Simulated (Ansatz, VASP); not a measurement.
**ZnSe (Stilleite) in VASP and in Ansatz**

File INCAR:

```
PREC = Accurate ; ENCUT = 520
EDIFF = 1E-6 ; ISMEAR = 0
SIGMA = 0.1 ; LREAL = False
LASPH = True ; NELM = 100
ALGO = Normal ; ISIF = 2
LWAVE = False ; LCHARG = True
LELF = True ; LVHAR = True
NBANDS = 16
```

KPOINTS

```
Automatic mesh
0
Gamma
  8 8 8
```

File POSCAR:

```
ZnSe
1.0
    0.0000000000      2.8338000000      2.8338000000
    2.8338000000      0.0000000000      2.8338000000
    2.8338000000      2.8338000000      0.0000000000
Se Zn
1 1
Direct
    0.2500000000      0.2500000000      0.2500000000
    0.0000000000      0.0000000000      0.0000000000
```

Contents of input.yaml:

```yaml
crystal:
  lattice:
    - [0.0, 2.8338, 2.8338]
    - [2.8338, 0.0, 2.8338]
    - [2.8338, 2.8338, 0.0]
  atoms:
    - { symbol: Se, position: [0.25, 0.25, 0.25] }
    - { symbol: Zn, position: [0.0, 0.0, 0.0] }
hamiltonian:
  xc: lda
  pseudopotentials: { kind: paw }
kpoints:
  mp_grid: { grid: [8, 8, 8] }
scf:
  occupations: { method: gaussian, width: 0.1 }
output:
  forces: true
  stress: true
  eigenvalues: true
  write_density: true
  write_potential: true
  elf: true
  volumetric_format: npy
```

Alike in both runs: task single point; functional LDA; k mesh 8 × 8 × 8; occupations gaussian, width 0.1 eV; no spin polarisation.

|  | VASP | Ansatz |
| --- | --- | --- |
| version | VASP 6.6.1 | Ansatz 0.2.0 |
| potentials or method | VASP PAW LDA potentials, release 64 (Se, Zn) | Ansatz PAW |
| plane-wave cutoff (eV) | 520 | 420 |
| valence electrons in the cell | 18 | 28 |

VASP gave:

| Property | Result |
| --- | --- |
| gap on the k mesh at the Fermi level (eV) | 1.07 |
| least direct gap on the mesh (eV) | 1.07 |
| pressure (GPa) | -3.1 |

Problem. Which values does Ansatz return?

Solution. gap on the k mesh at the Fermi level (eV): 1.03; least direct gap on the mesh (eV): 1.03; pressure (GPa): -3.4.

The two sets of potentials don't hold the same shells in valence.

Caveats: the PAW data sets come from PBE, with cores solved anew for the run's functional, which leaves a small shift of forces and pressure (Ansatz).
